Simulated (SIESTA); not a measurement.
Crystal: CdS (Greenockite).

```
Cd S
1.0
     4.15000    0.00000    0.00000
    -2.07500    3.59401    0.00000
     0.00000    0.00000    6.73700
Cd S
2 2
Direct
  0.66667 0.33333 0.50000
  0.33333 0.66667 0.00000
  0.66667 0.33333 0.87500
  0.33333 0.66667 0.37500
```

Base run:

- Program: SIESTA 5.4.2
- Functional: PBEsol
- Potentials or basis: PseudoDojo 0.4 standard (PBEsol files)
- Basis: DZP (energy shift 0.003 Ry; two zetas on semicore shells)
- Grid cutoff: 800 Ry
- Energy shift: 0.003 Ry
- k mesh: 7 × 7 × 4
- Occupations: fermi-dirac, width 0.05 eV
- Spin: no spin polarisation

Its results: band gap on the k mesh 1.27 eV, direct; pressure -0.8 GPa; largest force 0.072 eV/Å.

The run is repeated on the same cell with these changes: functional from PBEsol to LDA; potentials or basis from PseudoDojo 0.4 standard (PBEsol files) to PseudoDojo 0.4 standard (LDA files). What comes out?

Band gap on the k mesh 1.14 eV, direct; pressure -3.0 GPa; largest force 0.069 eV/Å.

Caveats: the basis of atomic orbitals isn't converged, which shifts pressures, moduli and gaps.
